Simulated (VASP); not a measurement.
Set up this calculation in VASP 6.6.1, as the native input.

* Task: dielectric tensor
* Functional: PBE
* Potentials or basis: VASP PAW PBE potentials, release 64 (Ge_d, N)
* Cutoff: 450 eV
* k mesh: 5 × 5 × 11
* Occupations: gaussian, width 0.02 eV
* Spin: no spin polarisation
* Further INCAR settings: ALGO = Normal; EDIFF = 1e-08; IBRION = 8

The structure of Ge3N4 lies in POSCAR:

```
Ge3N4                                   
1.0
    8.1203601272      0.0000000466      0.0000000000
   -4.0601800527      7.0324381315      0.0000000000
    0.0000000000      0.0000000000      3.1103288672
  Ge              N             
     6     8
Direct
     0.8292605315063639    0.2355606845157467    0.7500000000000000
     0.5936998469906385    0.8292605315063426    0.2500000000000000
     0.2355606845157254    0.4063001530094041    0.2500000000000000
     0.7644393154842746    0.5936998469905959    0.7500000000000000
     0.4063001530093615    0.1707394684936574    0.7500000000000000
     0.1707394684936361    0.7644393154842533    0.2500000000000000
     0.6666666699999979    0.3333333300000021    0.7500000000000000
     0.3333333300000021    0.6666666699999979    0.2500000000000000
     0.6696350205980508    0.9727209558616678    0.7500000000000000
     0.6969140647363687    0.6696350205980366    0.2500000000000000
     0.9727209558616892    0.3030859352636313    0.2500000000000000
     0.0272790441383108    0.6969140647363687    0.7500000000000000
     0.3303649794019492    0.0272790441383322    0.2500000000000000
     0.3030859352636313    0.3303649794019634    0.7500000000000000
```

The cell is a database's computed one.

The input as run:

INCAR

```
SYSTEM = Ge3N4
PREC = Accurate ; ENCUT = 450
EDIFF = 1E-8 ; ISMEAR = 0
SIGMA = 0.02 ; LREAL = .FALSE.
LASPH = .TRUE. ; NELM = 120
ALGO = Normal ; ISIF = 2
LWAVE = .FALSE. ; LCHARG = .FALSE.
GGA = PE ; LEPSILON = .TRUE.
IBRION = 8 ; KPAR = 8
```

KPOINTS

```
regular mesh
0
G
  5 5 11
  0 0 0
```

Potentials or basis: VASP PAW PBE potentials, release 64 (Ge_d, N).

Launch:

```sh
$ cat potpaw_PBE.64/Ge_d/POTCAR potpaw_PBE.64/N/POTCAR > POTCAR
$ mpirun -np 8 vasp_std > vasp.out
```

It gave:

```json
{
 "Band gap on the k mesh": "1.87 eV, direct",
 "Electronic dielectric tensor (diagonal)": "5.15, 5.15, 5.29",
 "Born charges (mean of the diagonal)": "Ge +3.41; N -2.54, -2.56 e",
 "Highest phonon frequency at Γ, LO-TO splitting left out": "867 cm⁻¹"
}
```

Caveat: an odd mesh through Γ misses points on the zone boundary, where band edges often lie.

Run time: 70 min on 8 MPI ranks on Intel(R) Xeon(R) 6975P-C (Granite Rapids) (shared host), peak memory 2.6 GiB a rank.
